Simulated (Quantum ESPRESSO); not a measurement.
# Au (Fm-3m) in Quantum ESPRESSO: further runs, part 2 of 2

Quantum ESPRESSO 7.5. The steps go on from the part before.

## 3. Band structure, PW91, spin-orbit coupling, no magnetisation

Contents of pw.in:

```
&CONTROL
  calculation = 'scf'
  prefix = 'pwscf'
  outdir = './tmp'
  pseudo_dir = './pseudo'
  tprnfor = .true.
  tstress = .true.
  disk_io = 'low'
/
&SYSTEM
  ibrav = 0
  nat = 1
  ntyp = 1
  ecutwfc = 47
  ecutrho = 466
  nbnd = 22
  input_dft = 'pw91'
  occupations = 'smearing'
  smearing = 'fd'
  degauss = 0.00183747
  noncolin = .true.
  lspinorb = .true.
/
&ELECTRONS
  conv_thr = 2d-10
  electron_maxstep = 120
  mixing_beta = 0.5
/
ATOMIC_SPECIES
Au   196.9666 Au.upf
CELL_PARAMETERS angstrom
   0.0000000000    2.0350000000    2.0350000000
   2.0350000000    0.0000000000    2.0350000000
   2.0350000000    2.0350000000    0.0000000000
ATOMIC_POSITIONS crystal
Au     0.0000000000    0.0000000000    0.0000000000
K_POINTS automatic
11 11 11 0 0 0
```

Contents of bands.in:

```
&CONTROL
  calculation = 'bands'
  prefix = 'pwscf'
  outdir = './tmp'
  pseudo_dir = './pseudo'
  disk_io = 'low'
  verbosity = 'high'
/
&SYSTEM
  ibrav = 0
  nat = 1
  ntyp = 1
  ecutwfc = 47
  ecutrho = 466
  nbnd = 22
  input_dft = 'pw91'
  occupations = 'smearing'
  smearing = 'fd'
  degauss = 0.00183747
  noncolin = .true.
  lspinorb = .true.
/
&ELECTRONS
  conv_thr = 1d-08
  electron_maxstep = 120
  mixing_beta = 0.5
  diago_full_acc = .true.
/
ATOMIC_SPECIES
Au   196.9666 Au.upf
CELL_PARAMETERS angstrom
   0.0000000000    2.0350000000    2.0350000000
   2.0350000000    0.0000000000    2.0350000000
   2.0350000000    2.0350000000    0.0000000000
ATOMIC_POSITIONS crystal
Au     0.0000000000    0.0000000000    0.0000000000
K_POINTS crystal
60
 0.0000000000  0.0000000000  0.0000000000 1
 0.0625000000  0.0000000000  0.0625000000 1
 0.1250000000  0.0000000000  0.1250000000 1
 0.1875000000  0.0000000000  0.1875000000 1
 0.2500000000  0.0000000000  0.2500000000 1
 0.3125000000  0.0000000000  0.3125000000 1
 0.3750000000  0.0000000000  0.3750000000 1
 0.4375000000  0.0000000000  0.4375000000 1
 0.5000000000  0.0000000000  0.5000000000 1
 0.5000000000  0.0625000000  0.5625000000 1
 0.5000000000  0.1250000000  0.6250000000 1
 0.5000000000  0.1875000000  0.6875000000 1
 0.5000000000  0.2500000000  0.7500000000 1
 0.4375000000  0.3125000000  0.7500000000 1
 0.3750000000  0.3750000000  0.7500000000 1
 0.3375000000  0.3375000000  0.6750000000 1
 0.3000000000  0.3000000000  0.6000000000 1
 0.2625000000  0.2625000000  0.5250000000 1
 0.2250000000  0.2250000000  0.4500000000 1
 0.1875000000  0.1875000000  0.3750000000 1
 0.1500000000  0.1500000000  0.3000000000 1
 0.1125000000  0.1125000000  0.2250000000 1
 0.0750000000  0.0750000000  0.1500000000 1
 0.0375000000  0.0375000000  0.0750000000 1
 0.0000000000  0.0000000000  0.0000000000 1
 0.0625000000  0.0625000000  0.0625000000 1
 0.1250000000  0.1250000000  0.1250000000 1
 0.1875000000  0.1875000000  0.1875000000 1
 0.2500000000  0.2500000000  0.2500000000 1
 0.3125000000  0.3125000000  0.3125000000 1
 0.3750000000  0.3750000000  0.3750000000 1
 0.4375000000  0.4375000000  0.4375000000 1
 0.5000000000  0.5000000000  0.5000000000 1
 0.5250000000  0.4500000000  0.5250000000 1
 0.5500000000  0.4000000000  0.5500000000 1
 0.5750000000  0.3500000000  0.5750000000 1
 0.6000000000  0.3000000000  0.6000000000 1
 0.6250000000  0.2500000000  0.6250000000 1
 0.5833333333  0.2500000000  0.6666666667 1
 0.5416666667  0.2500000000  0.7083333333 1
 0.5000000000  0.2500000000  0.7500000000 1
 0.5000000000  0.2857142857  0.7142857143 1
 0.5000000000  0.3214285714  0.6785714286 1
 0.5000000000  0.3571428571  0.6428571429 1
 0.5000000000  0.3928571429  0.6071428571 1
 0.5000000000  0.4285714286  0.5714285714 1
 0.5000000000  0.4642857143  0.5357142857 1
 0.5000000000  0.5000000000  0.5000000000 1
 0.4821428571  0.4821428571  0.5357142857 1
 0.4642857143  0.4642857143  0.5714285714 1
 0.4464285714  0.4464285714  0.6071428571 1
 0.4285714286  0.4285714286  0.6428571429 1
 0.4107142857  0.4107142857  0.6785714286 1
 0.3928571429  0.3928571429  0.7142857143 1
 0.3750000000  0.3750000000  0.7500000000 1
 0.6250000000  0.2500000000  0.6250000000 1
 0.5937500000  0.1875000000  0.5937500000 1
 0.5625000000  0.1250000000  0.5625000000 1
 0.5312500000  0.0625000000  0.5312500000 1
 0.5000000000  0.0000000000  0.5000000000 1
```

Potentials or basis: PSlibrary FR PAW PBE.

Started as:

```sh
> OMP_NUM_THREADS=1 pw.x -in pw.in > pw.out
> OMP_NUM_THREADS=1 pw.x -in bands.in > bands.out
```

Wall time 80 s (1 thread of AMD EPYC 7B13 (Zen 3), shared host); peak memory 0.26 GiB.

Results (log left out):

```yaml
Free_energy: -10682.6679 eV
Pressure: 10.7 GPa
Band_gap_on_the_k_mesh: none (metal or under the smearing width)
```

Levels at the corners of the path, in eV from the Fermi level:
| point | band 8 | band 9 | band 10 | band 11 | band 12 | band 13 |
| --- | --- | --- | --- | --- | --- | --- |
| Γ | -4.23 | -3.00 | -3.00 | -3.00 | -3.00 | 15.43 |
| X | -2.07 | -1.05 | -1.05 | 0.77 | 0.77 | 5.83 |
| W | -3.23 | -1.63 | -1.63 | 4.76 | 4.76 | 5.59 |
| K | -2.99 | -1.94 | -1.94 | 3.80 | 3.80 | 4.62 |
| Γ | -4.23 | -3.00 | -3.00 | -3.00 | -3.00 | 15.43 |
| L | -2.34 | -1.63 | -1.63 | -1.15 | -1.15 | 3.14 |
| U | -2.99 | -1.94 | -1.94 | 3.80 | 3.80 | 4.62 |
| W | -3.23 | -1.63 | -1.63 | 4.76 | 4.76 | 5.59 |
| L | -2.34 | -1.63 | -1.63 | -1.15 | -1.15 | 3.14 |
| K | -2.99 | -1.94 | -1.94 | 3.80 | 3.80 | 4.62 |
| U | -2.99 | -1.94 | -1.94 | 3.80 | 3.80 | 4.62 |
| X | -2.07 | -1.05 | -1.05 | 0.77 | 0.77 | 5.83 |

Caveat: the potentials were made for another functional, which shifts forces and pressure.

## 4. Single point, BEEF-vdW, 15.84 Å³/atom

Contents of pw.in:

```
&CONTROL
  calculation = 'scf'
  prefix = 'pwscf'
  outdir = './tmp'
  pseudo_dir = './pseudo'
  tprnfor = .true.
  tstress = .true.
  disk_io = 'nowf'
/
&SYSTEM
  ibrav = 0
  nat = 1
  ntyp = 1
  ecutwfc = 76
  nbnd = 16
  input_dft = 'beef-vdw'
  occupations = 'smearing'
  smearing = 'fd'
  degauss = 0.00367493
/
&ELECTRONS
  conv_thr = 2d-10
  electron_maxstep = 120
  mixing_beta = 0.5
/
ATOMIC_SPECIES
Au   196.9666 Au.upf
CELL_PARAMETERS angstrom
   0.0000000000    1.9934577312    1.9934577312
   1.9934577312    0.0000000000    1.9934577312
   1.9934577312    1.9934577312    0.0000000000
ATOMIC_POSITIONS crystal
Au     0.0000000000    0.0000000000    0.0000000000
K_POINTS automatic
11 11 11 0 0 0
```

Potentials or basis: PseudoDojo 0.4.1 SR PBE standard.

Started as:

```sh
> OMP_NUM_THREADS=1 pw.x -in pw.in > pw.out
```

Run time: 91 s. Hardware: 1 thread of AMD EPYC 7B13 (Zen 3), shared host; peak memory 0.07 GiB.

It converged, with:

* Free energy: -4055.1736 eV
* Pressure: 29.6 GPa
* Band gap on the k mesh: none (metal or under the smearing width)

Caveat: the potentials were made for another functional, which shifts forces and pressure.

## 5. Single point, BEEF-vdW, 16.18 Å³/atom

pw.in: that of step 4 with these lines changed.

```diff
@@ -28,5 +28,5 @@
 CELL_PARAMETERS angstrom
-   0.0000000000    1.9934577312    1.9934577312
-   1.9934577312    0.0000000000    1.9934577312
-   1.9934577312    1.9934577312    0.0000000000
+   0.0000000000    2.0074966285    2.0074966285
+   2.0074966285    0.0000000000    2.0074966285
+   2.0074966285    2.0074966285    0.0000000000
 ATOMIC_POSITIONS crystal
```

Started as:

```sh
> OMP_NUM_THREADS=1 pw.x -in pw.in > pw.out
```

Run time: 92 s. Hardware: 1 thread of AMD EPYC 7B13 (Zen 3), shared host; peak memory 0.07 GiB.

Results (log left out):

```
Free energy            : -4055.2301 eV
Pressure               : 24.1 GPa
Band gap on the k mesh : none (metal or under the smearing width)
```

Caveat: the potentials were made for another functional, which shifts forces and pressure.

## 6. Single point, BEEF-vdW, 16.52 Å³/atom

pw.in: that of step 5 with these lines changed.

```diff
@@ -28,5 +28,5 @@
 CELL_PARAMETERS angstrom
-   0.0000000000    2.0074966285    2.0074966285
-   2.0074966285    0.0000000000    2.0074966285
-   2.0074966285    2.0074966285    0.0000000000
+   0.0000000000    2.0213418704    2.0213418704
+   2.0213418704    0.0000000000    2.0213418704
+   2.0213418704    2.0213418704    0.0000000000
 ATOMIC_POSITIONS crystal
```

Potentials or basis: PseudoDojo 0.4.1 SR PBE standard.

Started as:

```sh
> OMP_NUM_THREADS=1 pw.x -in pw.in > pw.out
```

It took 92 s on 1 thread of AMD EPYC 7B13 (Zen 3), shared host; peak memory 0.07 GiB.

The run converged. Its results:

```yaml
Free_energy: -4055.2757 eV
Pressure: 19.3 GPa
Band_gap_on_the_k_mesh: none (metal or under the smearing width)
```

Caveat: the potentials were made for another functional, which shifts forces and pressure.

## 7. Single point, BEEF-vdW, 16.85 Å³/atom

pw.in: that of step 6 with these lines changed.

```diff
@@ -28,5 +28,5 @@
 CELL_PARAMETERS angstrom
-   0.0000000000    2.0213418704    2.0213418704
-   2.0213418704    0.0000000000    2.0213418704
-   2.0213418704    2.0213418704    0.0000000000
+   0.0000000000    2.0350000000    2.0350000000
+   2.0350000000    0.0000000000    2.0350000000
+   2.0350000000    2.0350000000    0.0000000000
 ATOMIC_POSITIONS crystal
```

Started as:

```sh
> OMP_NUM_THREADS=1 pw.x -in pw.in > pw.out
```

It took 93 s on 1 thread of AMD EPYC 7B13 (Zen 3), shared host; peak memory 0.08 GiB.

The run converged. Its results:

```yaml
Free_energy: -4055.3207 eV
Pressure: 15.1 GPa
Band_gap_on_the_k_mesh: none (metal or under the smearing width)
```

Caveat: the potentials were made for another functional, which shifts forces and pressure.

## 8. Single point, BEEF-vdW, 17.19 Å³/atom

pw.in: that of step 7 with these lines changed.

```diff
@@ -28,5 +28,5 @@
 CELL_PARAMETERS angstrom
-   0.0000000000    2.0350000000    2.0350000000
-   2.0350000000    0.0000000000    2.0350000000
-   2.0350000000    2.0350000000    0.0000000000
+   0.0000000000    2.0484772140    2.0484772140
+   2.0484772140    0.0000000000    2.0484772140
+   2.0484772140    2.0484772140    0.0000000000
 ATOMIC_POSITIONS crystal
```

Started as:

```sh
> OMP_NUM_THREADS=1 pw.x -in pw.in > pw.out
```

Run time: 94 s. Hardware: 1 thread of AMD EPYC 7B13 (Zen 3), shared host; peak memory 0.08 GiB.

It converged, with:

```
Free energy            : -4055.3484 eV
Pressure               : 11.3 GPa
Band gap on the k mesh : none (metal or under the smearing width)
```

Caveat: the potentials were made for another functional, which shifts forces and pressure.

## 9. Single point, BEEF-vdW, 17.53 Å³/atom

pw.in: that of step 8 with these lines changed.

```diff
@@ -28,5 +28,5 @@
 CELL_PARAMETERS angstrom
-   0.0000000000    2.0484772140    2.0484772140
-   2.0484772140    0.0000000000    2.0484772140
-   2.0484772140    2.0484772140    0.0000000000
+   0.0000000000    2.0617793868    2.0617793868
+   2.0617793868    0.0000000000    2.0617793868
+   2.0617793868    2.0617793868    0.0000000000
 ATOMIC_POSITIONS crystal
```

Potentials or basis: PseudoDojo 0.4.1 SR PBE standard.

Started as:

```sh
> OMP_NUM_THREADS=1 pw.x -in pw.in > pw.out
```

Wall time 94 s (1 thread of AMD EPYC 7B13 (Zen 3), shared host); peak memory 0.08 GiB.

The run converged. Its results:

```yaml
Free_energy: -4055.3686 eV
Pressure: 7.9 GPa
Band_gap_on_the_k_mesh: none (metal or under the smearing width)
```

Caveat: the potentials were made for another functional, which shifts forces and pressure.

## 10. Single point, BEEF-vdW, 17.87 Å³/atom

pw.in: that of step 9 with these lines changed.

```diff
@@ -28,5 +28,5 @@
 CELL_PARAMETERS angstrom
-   0.0000000000    2.0617793868    2.0617793868
-   2.0617793868    0.0000000000    2.0617793868
-   2.0617793868    2.0617793868    0.0000000000
+   0.0000000000    2.0749120936    2.0749120936
+   2.0749120936    0.0000000000    2.0749120936
+   2.0749120936    2.0749120936    0.0000000000
 ATOMIC_POSITIONS crystal
```

Started as:

```sh
> OMP_NUM_THREADS=1 pw.x -in pw.in > pw.out
```

Wall time 95 s (1 thread of AMD EPYC 7B13 (Zen 3), shared host); peak memory 0.08 GiB.

Results (log left out):

```yaml
Free_energy: -4055.3821 eV
Pressure: 5.0 GPa
Band_gap_on_the_k_mesh: none (metal or under the smearing width)
```

Caveat: the potentials were made for another functional, which shifts forces and pressure.

## 11. Equation of state, BEEF-vdW

Potentials or basis: PseudoDojo 0.4.1 SR PBE standard.

No new run: the results of the series are fitted here.

Results:

```yaml
Equilibrium_volume: "18.09 Å³/atom (rough: see the caveat)"
Bulk_modulus: 252 GPa (rough)
```

Energy against volume, from the lowest point:
```
volume (Å³/atom)  energy (meV/atom)
          15.843             208.48
          16.181             151.99
          16.518             106.36
          16.855              61.41
          17.192              33.71
          17.529              13.54
          17.866               0.00
```

Caveat: the potentials were made for another functional, which shifts forces and pressure; the fit is doubtful: noisy points or a state that changes with volume; the minimum lies outside the volumes run. Spin-orbit coupling is left out, which matters for the levels of Au.

## 12. The runs side by side

```csv
task,level,potentials or basis,spin,cutoff (eV),smearing,dos occupations,mixing mode,other keys,gap on the mesh (eV),pressure (GPa)
projected density of states,PBE,PseudoDojo 0.4 FR PBE standard,"SOC, no magnetisation",1347,fermi-dirac 0.05 eV,tetrahedra_opt,TF,ecut_scale = 1.3; mixing_mode = TF,none,9.4
band structure,PW91,PSlibrary FR PAW PBE,"SOC, no magnetisation",639,fermi-dirac 0.025 eV,-,-,-,none,10.7
equation of state,BEEF-vdW,PseudoDojo 0.4.1 SR PBE standard,off,1034,fermi-dirac 0.05 eV,-,-,-,-,-
```

Alike in all rows: cell as given; k mesh 11 × 11 × 11.

Caveats: the potentials were made for another functional, which shifts forces and pressure (some runs); the fit is doubtful: noisy points or a state that changes with volume (some runs); the minimum lies outside the volumes run (some runs).

Total energies depend on the potentials used, so only differences within one code and one set of settings carry meaning.
